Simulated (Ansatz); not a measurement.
# LaGaS3 (model cell, started as cubic perovskite with Ga in the octahedra): a soft mode frozen in

Aim: this structure of LaGaS3 (model cell, started as cubic perovskite with Ga in the octahedra) is to be tested for unstable modes, and one is followed downhill.

Program: Ansatz 0.2.0. Level of theory: DFT PBEsol, scalar-relativistic, plane waves, PAW; PAW set soft_1. Results are calculated unless marked as measured.

Report form: the programs' logs are mostly left out.

The structure was built from a prototype and need not be the compound's stable phase.

**1. The structure**

Symmetry: Pm-3m, No. 221, cubic system. The conventional cell has a = 4.679 Å, b = 4.679 Å, c = 4.679 Å, α = 90.00°, β = 90.00°, γ = 90.00°. La has 12 S at 3.31 Å nearest. Nearest to Ga lie 6 S at 2.34 Å. Nearest to S lie 2 Ga at 2.34 Å and 4 La at 3.31 Å. Farther neighbours and most contacts between anions are not listed.

**2. The dispersion**

The cell comes from relaxations at this level that are not shown. Stability and thermal properties need the whole zone. Linear response on a 4×4×4 q mesh gives force constants as far as a supercell of that size would.

File input.yaml:

```yaml
crystal:
  lattice:
    - [4.6785878409, 0.0, 0.0]
    - [0.0, 4.6785878409, 0.0]
    - [0.0, 0.0, 4.6785878409]
  atoms:
    - { symbol: La, position: [0.0, 0.0, 0.0] }
    - { symbol: Ga, position: [0.5, 0.5, 0.5] }
    - { symbol: S, position: [0.5, 0.5, 0.0] }
    - { symbol: S, position: [0.5, 0.0, 0.5] }
    - { symbol: S, position: [0.0, 0.5, 0.5] }
kpoints:
  mp_grid: { grid: [8, 8, 8] }
hamiltonian:
  xc: pbesol
  pseudopotentials: { kind: paw, azcp: { folder: soft_1 }, xc_functional: pbe }
scf:
  occupations: { method: methfessel_paxton, width: 0.2 }
output:
  eigenvalues: true
phonons:
  method: dfpt
  qmesh: [4, 4, 4]
  temperatures: { t_max: 1000, t_step: 50 }
  qpath:
    path:
      - [[0.0, 0.0, 0.0], [0.0, 0.5, 0.0], [0.5, 0.5, 0.0], [0.0, 0.0, 0.0], [0.5, 0.5, 0.5], [0.0, 0.5, 0.0]]
      - [[0.5, 0.5, 0.5], [0.5, 0.5, 0.0]]
    npoints: 10
```

The run is started by

```
$ ansatz run input.yaml --threads 8 --pin off --max-ram 16384MiB --backend cpu --events-out ev --progress --plain --runs-dir out
```

It took 11 min on 8 threads of Arm Neoverse V1, shared host; peak memory 4.4 GiB.

Numbers from this step:

```yaml
volume_per_atom: 20.48 Å³
gap_on_the_k_mesh: 0 eV
sum_rule_residual_before_enforcement: 8.15e-5 eV/Å²
lowest_frequency_on_the_path: -185.0 cm⁻¹
point_group: m-3m
highest_frequency_on_the_path_or_at_a_solved_wavevector: 431.3 cm⁻¹
highest_optical_mode_at_the_zone_centre_no_lo_to_term: 356.8 cm⁻¹
lowest_optical_zone_centre_mode: -102.4 cm⁻¹
lowest_mode_on_the_q_mesh_acoustic_modes_at_gamma_apart: -185.0 cm⁻¹
```

Frequencies (cm⁻¹) solved at each irreducible wavevector; negative means imaginary. Frequencies by wavevector, by row:

```
q in reciprocal lattice units  star  mode 1  mode 2  mode 3  mode 4  mode 13  mode 14  mode 15
                        0 0 0     1  -102.4  -102.4  -102.4   -98.5    356.8    356.8    356.8
                     0 0 0.25     6   -94.8   -94.8     -81     -81    356.7      359      359
                     0 0 -0.5     3   -89.3   -89.3   -57.2   -57.2    350.4    363.1    363.1
                  0 0.25 0.25    12  -135.1  -106.1   -79.7   -64.3    309.4      362    389.2
                  0 0.25 -0.5    12  -144.7   -87.4   -85.3   -68.1    278.3      366    394.1
                  0 -0.5 -0.5     3  -164.7    -109    -109   -18.7      223    369.8    398.5
               0.25 0.25 0.25     8  -144.1  -129.4  -129.4   -59.3    307.1    307.1    413.3
               0.25 0.25 -0.5    12  -153.9  -139.7  -130.6   -62.3    264.1    306.1    419.4
               0.25 -0.5 -0.5     6  -174.1    -150    -150   -56.3    225.3    287.5      425
               -0.5 -0.5 -0.5     1    -185    -185    -185   -63.9    226.2    226.2    431.3
```

Interpolated from a 4×4×4 q mesh. The phonon branches at the labelled points (cm⁻¹):

```csv
point,branch 1,branch 2,branch 3,branch 4,branch 12,branch 13,branch 14,branch 15
Γ,-102,-102,-102,-98,50,357,357,357
halfway,-95,-95,-81,-81,140,357,359,359
X,-89,-89,-57,-57,208,350,363,363
halfway,-145,-87,-85,-68,211,278,366,394
M,-165,-109,-109,-19,216,223,370,398
halfway,-135,-106,-80,-64,153,309,362,389
Γ,-102,-102,-102,-98,50,357,357,357
halfway,-144,-129,-129,-59,165,307,307,413
R,-185,-185,-185,-64,226,226,226,431
halfway,-154,-140,-131,-62,215,264,306,419
X,-89,-89,-57,-57,208,350,363,363
jump to R,-185,-185,-185,-64,226,226,226,431
halfway,-174,-150,-150,-56,221,225,288,425
M,-165,-109,-109,-19,216,223,370,398
```

Symmetry leaves 10 wavevectors to solve. The lowest mode among them, the acoustic zeros apart, lies at q = (-0.5, -0.5, -0.5) and is imaginary, 185.0i cm⁻¹, so the energy falls along it.

**3. The mode frozen in, largest atomic shift 0 Å**

The mode followed lies at q = (-0.5, -0.5, -0.5) with frequency 185.0i cm⁻¹ and is 3-fold degenerate, the softest among the wavevectors solved. At small amplitude the distorted cell has space group no. 140 by a symmetry search on the positions. The undistorted cell that holds it gives the zero of energy on the same k mesh.

System of this step: LaGaS3 (model cell, started as cubic perovskite with Ga in the octahedra). The structure is cubic, space group Pm-3m (No. 221). Conventional cell: a = 4.679 Å, b = 4.679 Å, c = 4.679 Å, α = 90.00°, β = 90.00°, γ = 90.00°. La has 12 S at 3.31 Å nearest. Nearest to Ga lie 6 S at 2.34 Å. Nearest to S lie 2 Ga at 2.34 Å and 4 La at 3.31 Å. Farther neighbours and most contacts between anions are not listed.

input.yaml, the sections that differ from step 2:

```yaml
crystal:
  lattice:
    - [4.6785878409, 4.6785878409, 0.0]
    - [4.6785878409, 0.0, 4.6785878409]
    - [4.6785878409, 0.0, -4.6785878409]
  atoms:
    - { symbol: La, position: [0.0, 0.5, 0.5] }
    - { symbol: La, position: [0.0, 0.0, 1.0] }
    - { symbol: Ga, position: [0.5, 0.25, 0.75] }
    - { symbol: Ga, position: [0.5, 0.75, 0.25] }
    - { symbol: S, position: [0.5, 0.5, 0.5] }
    - { symbol: S, position: [0.5, 0.0, 0.0] }
    - { symbol: S, position: [0.0, 0.5, 0.0] }
    - { symbol: S, position: [0.0, 0.0, 0.5] }
    - { symbol: S, position: [0.5, 0.5, 0.0] }
    - { symbol: S, position: [0.5, 0.0, 0.5] }
output:
  forces: true
  stress: true
  eigenvalues: true
# kpoints, hamiltonian, scf: as in step 2
# phonons: removed
```

The job ended after 3.9 s (8 threads; peak memory 0.96 GiB; 29 s of CPU time).

Numbers from this step:

```
pressure                         : 0.008547 GPa
energy from the undistorted cell : 0 meV/atom
```

The run ends at a pressure of 0.01 GPa.

**4. The mode frozen in, largest atomic shift 0.6 Å**

The atoms are moved along the unstable eigenvector, the largest shift by 0.6 Å, with the cell fixed.

input.yaml, the sections that differ from step 3:

```yaml
crystal:
  lattice:
    - [4.6785878409, 4.6785878409, 0.0]
    - [4.6785878409, 0.0, 4.6785878409]
    - [4.6785878409, 0.0, -4.6785878409]
  atoms:
    - { symbol: La, position: [0.0, 0.5, 0.5] }
    - { symbol: La, position: [0.0, 0.0, 1.0] }
    - { symbol: Ga, position: [0.5, 0.25, 0.75] }
    - { symbol: Ga, position: [0.5, 0.75, 0.25] }
    - { symbol: S, position: [0.5, 0.5641219125, 0.5641219125] }
    - { symbol: S, position: [0.5, -0.0641219125, -0.0641219125] }
    - { symbol: S, position: [0.0, 0.5, 0.0] }
    - { symbol: S, position: [0.0, 0.0, 0.5] }
    - { symbol: S, position: [0.5, 0.4358780875, 0.0641219125] }
    - { symbol: S, position: [0.5, 0.0641219125, 0.4358780875] }
# kpoints, hamiltonian, scf, output: as in step 3
```

Wall time 8.4 s (8 threads); peak memory 1.1 GiB.

Numbers from this step:

- pressure: 0.5156 GPa
- gap on the k-mesh: 0.05960 eV
- energy from the undistorted cell: -130.7 meV/atom

The energy, extrapolated to zero smearing, is -130.74 meV/atom against the undistorted cell.

The run ends at a pressure of 0.52 GPa, with forces up to 0.15 eV/Å.

**5. Energy along the mode, all amplitudes (two of the runs are shown above)**

An imaginary frequency means negative curvature, so the energy should fall and then rise again as anharmonic terms take over.

This step gave:

- depth at the lowest point sampled: 130.7 meV/atom
- largest atomic shift at that point: 0.6 Å

Table of energy from the parent by largest atomic shift:

```csv
largest atomic shift (Å),energy from the parent (meV/atom)
0.000,0
0.040,-1.34
0.080,-5.29
0.140,-15.6
0.220,-36.0
0.320,-66.8
0.450,-105
0.600,-131
```

Displacement at unit largest shift by atom:

```csv
atom,x (Å),y (Å),z (Å),size
La1,0.00,0.00,0.00,0.00
La2,0.00,0.00,0.00,0.00
Ga3,0.00,0.00,0.00,0.00
Ga4,0.00,0.00,0.00,0.00
S5,1.00,0.00,0.00,1.00
S6,-1.00,0.00,0.00,1.00
S7,0.00,0.00,0.00,0.00
S8,0.00,0.00,0.00,0.00
S9,0.00,0.00,-1.00,1.00
S10,0.00,0.00,1.00,1.00
```

The lowest of the steps tried is the last one, at 0.6 Å, 131 meV/atom below the parent; the bottom of the well need not coincide with a step.

**6. Relaxation from the frozen mode**

Starting from the lowest point found, all atoms and the cell are let go, so that strain and other modes of the same symmetry can join in.

input.yaml, as its differences from that of step 4:

```diff
@@ -27 +27,6 @@
   eigenvalues: true
+relax:
+  adjacent_minimum: "off"
+  f_tol: 0.002
+  max_steps: 120
+  cell: { stress_tol: 0.03 }
```

Run time: 54 s. Hardware: 8 threads; peak memory 1.2 GiB.

The steps of the relaxation:

```csv
step,energy less that of the first step (eV),largest force component (eV/Å),pressure (GPa),volume (Å³)
1,0.0000,0.1480,0.52,204.82
2,-0.1657,0.1160,0.79,203.55
3,-0.2410,0.0265,-0.72,205.78
4,-0.2509,0.0000,0.22,203.66
5,-0.2512,0.0011,-0.09,204.43
6,-0.2514,0.0000,0.00,204.19
7*,-0.2517,0.0000,0.01,204.19
```

Relaxation steps marked * repeat the geometry before them on a plane-wave basis chosen anew for their cell, so energy and pressure can jump there.

Forces are held to the 16 operations that the run works with; a distortion that breaks them can't arise in this run.

| conventional cell, symmetrised | before | after | change |
| --- | --- | --- | --- |
| a (Å) | 6.617 | 6.436 | -2.7 % |
| b (Å) | 6.617 | 6.436 | -2.7 % |
| c (Å) | 9.357 | 9.859 | +5.4 % |
| volume (Å³/atom) | 20.48 | 20.42 | -0.3 % |

The atoms that moved most (Å, as changes of fractional coordinates times the final cell):

```
atom      dx     dy      dz  length
 S10   0.000  0.000   0.088   0.088
  S6  -0.088  0.000   0.000   0.088
  S9   0.000  0.000  -0.088   0.088
  S5   0.088  0.000   0.000   0.088
```

This step gave:

```
pressure          : 0.007689 GPa
volume per atom   : 20.42 Å³
gap on the k-mesh : 0.2669 eV
```

The distorted start has space group I4/mcm; the relaxation ends in I4/mcm.

**7. The new phase in its own primitive cell**

The relaxed structure is symmetrised, reduced to its primitive cell and relaxed tightly, as its phonons need.

File input.yaml:

```yaml
crystal:
  lattice:
    - [-3.2180770616, 3.2180770616, 4.9292900569]
    - [3.2180770616, -3.2180770616, 4.9292900569]
    - [3.2180770616, 3.2180770616, -4.9292900569]
  atoms:
    - { symbol: La, position: [0.25, 0.75, 0.5] }
    - { symbol: La, position: [0.75, 0.25, 0.5] }
    - { symbol: Ga, position: [0.0, 0.0, 0.0] }
    - { symbol: Ga, position: [0.5, 0.5, 0.0] }
    - { symbol: S, position: [0.1762126106, 0.6762126106, 0.8524252211] }
    - { symbol: S, position: [0.8237873894, 0.3237873894, 0.1475747789] }
    - { symbol: S, position: [0.75, 0.75, 0.0] }
    - { symbol: S, position: [0.25, 0.25, 0.0] }
    - { symbol: S, position: [0.6762126106, 0.8237873894, 0.5] }
    - { symbol: S, position: [0.3237873894, 0.1762126106, 0.5] }
kpoints:
  mp_grid: { grid: [8, 8, 8] }
hamiltonian:
  xc: pbesol
  pseudopotentials: { kind: paw, azcp: { folder: soft_1 }, xc_functional: pbe }
scf:
  occupations: { method: fixed }
output:
  forces: true
  stress: true
  eigenvalues: true
relax:
  adjacent_minimum: "off"
  f_tol: 0.001
  max_steps: 60
  cell: { stress_tol: 0.01 }
```

Run time: 28 s. Hardware: 8 threads; peak memory 1.2 GiB.

Little changed from the start: no atom moved by 0.005 Å and no cell edge by 0.1 %.

Numbers from this step:

```yaml
pressure: -1.54e-4 GPa
gap_on_the_k_mesh: 0.2659 eV
direct_gap_on_mesh: 0.3046 eV
```

The largest force component left is 0.43 meV/Å and the pressure is 0.000 GPa, within the tolerances set. The cell now holds 20.42 Å³/atom.

**8. Modes of the new phase, occupations fixed**

A relaxed structure may still be a saddle point, so its zone-centre modes are computed. The response to a homogeneous field gives the Born charges and the dielectric tensor.

File input.yaml:

```yaml
crystal:
  lattice:
    - [-3.2186256259, 3.2186256259, 4.9285443207]
    - [3.2186256259, -3.2186256259, 4.9285443207]
    - [3.2186256259, 3.2186256259, -4.9285443207]
  atoms:
    - { symbol: La, position: [0.25, 0.75, 0.5] }
    - { symbol: La, position: [0.75, 0.25, 0.5] }
    - { symbol: Ga, position: [0.0, 0.0, 0.0] }
    - { symbol: Ga, position: [0.5, 0.5, 0.0] }
    - { symbol: S, position: [0.1762910289, 0.6762910289, 0.8525820579] }
    - { symbol: S, position: [0.8237089711, 0.3237089711, 0.1474179421] }
    - { symbol: S, position: [0.75, 0.75, 0.0] }
    - { symbol: S, position: [0.25, 0.25, 0.0] }
    - { symbol: S, position: [0.6762910289, 0.8237089711, 0.5] }
    - { symbol: S, position: [0.3237089711, 0.1762910289, 0.5] }
kpoints:
  mp_grid: { grid: [8, 8, 8] }
hamiltonian:
  xc: pbesol
  pseudopotentials: { kind: paw, azcp: { folder: soft_1 }, xc_functional: pbe }
scf:
  occupations: { method: fixed }
output:
  eigenvalues: true
phonons:
  method: dfpt
  dielectric: true
  rigid_motions: translations
```

Elapsed: 16 min, on 8 threads; peak memory 11 GiB; 2 h of CPU time.

Numbers from this step:

| Quantity | Value |
| --- | --- |
| sum-rule residual before enforcement | 8.86e-5 eV/Å² |
| miss of the charge sum rule | 0.05091 e |
| estimated error of the dielectric tensor | 0.08634 |
| estimated error of the Born charges | 0.04129 e |
| point group | 4/mmm |
| highest optical mode at the zone centre (no LO-TO term) | 364.8 cm⁻¹ |
| lowest optical zone-centre mode | -74.95 cm⁻¹ |
| mean high-frequency dielectric constant | 12.75 |
| largest Born charge (third of the trace) | 4.692 e |
| top of the zone-centre spectrum with the field | 364.8 cm⁻¹ |

Patterns of degenerate modes are one choice out of their space. The modes at Γ (shares of kinetic energy by element, %) (negative means imaginary):

```csv
mode,frequency (cm⁻¹),symmetry,La %,Ga %,S %
1,-75.0,Eg,23,0,77
2,-75.0,Eg,23,0,77
3,0.0,acoustic,46,23,32
4,0.0,acoustic,46,23,32
5,0.0,acoustic,46,23,32
6,31.2,A2u,13,74,13
7,66.9,Eu,45,23,31
8,66.9,Eu,45,23,31
9,88.3,Eu,1,35,64
10,88.3,Eu,1,35,64
11,90.3,B2g,97,0,3
12,92.7,Eg,77,0,23
13,92.7,Eg,77,0,23
14,141.9,Eu,8,34,58
15,141.9,Eu,8,34,58
16,142.3,A2u,41,0,59
17,185.4,A1u,0,100,0
18,198.7,B1u,0,0,100
19,202.1,A2g,0,0,100
20,209.8,B1g,0,0,100
21,210.4,Eg,1,0,99
22,210.4,Eg,1,0,99
23,216.4,A1g,0,0,100
24,233.1,Eu,0,72,28
25,233.1,Eu,0,72,28
26,264.9,B2g,3,0,97
27,294.6,A2u,1,3,96
28,338.5,Eu,0,14,86
29,338.5,Eu,0,14,86
30,364.8,A2g,0,0,100
```

Displacements in mode 1 (-75.0 cm⁻¹), the largest set to 1:
```
La1  0.00  0.30  0.00
La2  0.00 -0.30  0.00
Ga3  0.00  0.00  0.00
Ga4  0.00  0.00  0.00
S5   0.00  0.00 -0.43
S6   0.00  0.00  0.43
S7  -0.01 -1.00  0.00
S8   0.01  1.00  0.00
S9   0.00  0.00  0.44
S10  0.00  0.00 -0.44
```

Displacements in mode 30 (364.8 cm⁻¹), the largest set to 1:
```
La1  0.00  0.00  0.00
La2  0.00  0.00  0.00
Ga3  0.00  0.00  0.00
Ga4  0.00  0.00  0.00
S5  -0.87  0.87  0.00
S6   0.87 -0.87  0.00
S7   0.00  0.00 -1.00
S8   0.00  0.00  1.00
S9  -0.87 -0.87  0.00
S10  0.87  0.87  0.00
```

Optical modes at the zone centre, without and with the macroscopic field of the longitudinal modes; each column is sorted by frequency, so a row need not hold one and the same mode. Modes with and without the field, by row:

```csv
rank among optical modes,no field (cm⁻¹),"q along (1, 0, 0) (cm⁻¹)","q along (0, 0, 1) (cm⁻¹)"
1,-75,-75,-75
2,-75,-75,-75
3,31.2,31.2,65.7
4,66.9,66.9,66.9
5,66.9,73.6,66.9
6,88.3,88.3,88.3
7,88.3,90.3,88.3
8,90.3,92.7,90.3
9,92.7,92.7,92.7
10,92.7,111.1,92.7
11,141.9,141.9,141.9
12,141.9,142.3,141.9
13,142.3,175.7,185.4
14,185.4,185.4,198.7
15,198.7,198.7,202.1
16,202.1,202.1,209.8
17,209.8,209.8,210.4
18,210.4,210.4,210.4
19,210.4,210.4,216.4
20,216.4,216.4,233.1
21,233.1,233.1,233.1
22,233.1,252.5,264.9
23,264.9,264.9,270.7
24,294.6,294.6,317.4
25,338.5,338.5,338.5
26,338.5,356.9,338.5
27,364.8,364.8,364.8
```

Born charge (rows field, columns displacement) (e), principal values of the symmetric part by kind of site:

| atom | atoms with these values | low | middle | high | mean |
| --- | --- | --- | --- | --- | --- |
| La1 | 2 | 4.28 | 4.28 | 5.53 | 4.69 |
| Ga3 | 2 | 3.97 | 3.97 | 4.56 | 4.17 |
| S5 | 4 | -3.36 | -2.95 | -2.50 | -2.94 |
| S7 | 2 | -4.18 | -2.39 | -2.39 | -2.99 |

In full for S5:

```
-2.93  0.43  0.00
 0.43 -2.93  0.00
 0.00  0.00 -2.95
```

High-frequency dielectric tensor:

```
13.63  0.00  0.00
 0.00 13.63  0.00
 0.00  0.00 11.00
```

Transverse modes; imaginary modes are left out. Infrared lines, with heights relative to the strongest:

| position (cm⁻¹) | lines merged | relative intensity |
| --- | --- | --- |
| 31 | 1 | 19 |
| 67 | 1 | 16 |
| 88 | 1 | 27 |
| 90 | 1 | 0.0 |
| 93 | 1 | 0.0 |
| 142 | 2 | 100 |
| 185 | 1 | 0.0 |
| 199 | 1 | 0.0 |
| 202 | 1 | 0.0 |
| 210 | 2 | 0.0 |
| 216 | 1 | 0.0 |
| 233 | 1 | 23 |
| 265 | 1 | 0.0 |
| 295 | 1 | 3.6 |
| 338 | 1 | 30 |
| 365 | 1 | 0.0 |

Before it was imposed, the acoustic sum rule was missed by 8.9e-5 eV/Å² and the charge sum rule by 0.051 e. The charge miss is large and points to the mesh or the basis. The lowest optical mode is imaginary, 75.0i cm⁻¹, so the energy falls along it.

The log warns of the k mesh: “the force constants stand on the 8×8×8 k-mesh, whose period is 9.05 times the interband length at k = (0.0000, 0.0000, 0.0000), direct gap 0.305 eV, under 14: take them and everything formed from them as unconverged”.

**9. What came out**

```yaml
unstable_mode_of_the_parent: q = (-0.5, -0.5, -0.5), 185i cm⁻¹
depth_at_the_lowest_point_sampled: 131 meV/atom
largest_atomic_shift_at_that_point: 0.6 Å
space_group_reached_within_0p01_a: I4/mcm
energy_gained_over_the_parent_first_relaxation_on_the_mesh_of_the_frozen_mode: 156 meV/atom
volume_per_atom_phase_reached: 20.4 Å³
gap_on_the_k_mesh_phase_reached: 0.266 eV
lowest_optical_zone_centre_mode_phase_reached: -75.0 cm⁻¹
highest_optical_mode_at_the_zone_centre_no_lo_to_term_phase_reached: 365 cm⁻¹
```

**Reading.** Along this mode the structure falls into I4/mcm, 156 meV/atom below the parent. At the parent's cell the well is 130.7 meV/atom deep on the steps tried, with its lowest point at a shift of 0.6 Å. That is the last step tried, so the steps alone don't bracket the bottom of the well. Relaxing atoms and cell changes the gain by +24.86 meV/atom against the lowest step (energies at zero smearing). The new phase still has an imaginary mode at the zone centre of its cell, so it is a saddle point on the way to a lower structure. Of the 4 patterns followed to their end from this parent, this one ends 22.6 meV/atom above the lowest, R-3c. Each path keeps the symmetry of its pattern, so a lower phase may lie along a pattern not tried. With the field response the log warns that the k mesh is coarse for the force constants too, so the frequencies may not be converged. With no gap, or one that is small against the smearing, the frequencies hang on the k mesh and the smearing, most of all near Kohn anomalies. Spin-orbit coupling is left out, which can matter for the heavy elements here. The PAW files were made for PBE and serve the other functionals too. A phonon run warned that its eigensolver left some bands unconverged in a pass. The starting cell was built on a prototype and not taken from a measurement, so the phase need not exist.

[Logs are printed without paths, hosts, clocks, repeated set-up lines and the standing remarks that a program may print on its own settings, such as how far it seeks lower states.]

[Hosts, paths, dates, database ids (printed as entryN), source tags and the programs' standing remarks are cut or masked in the printed files.]
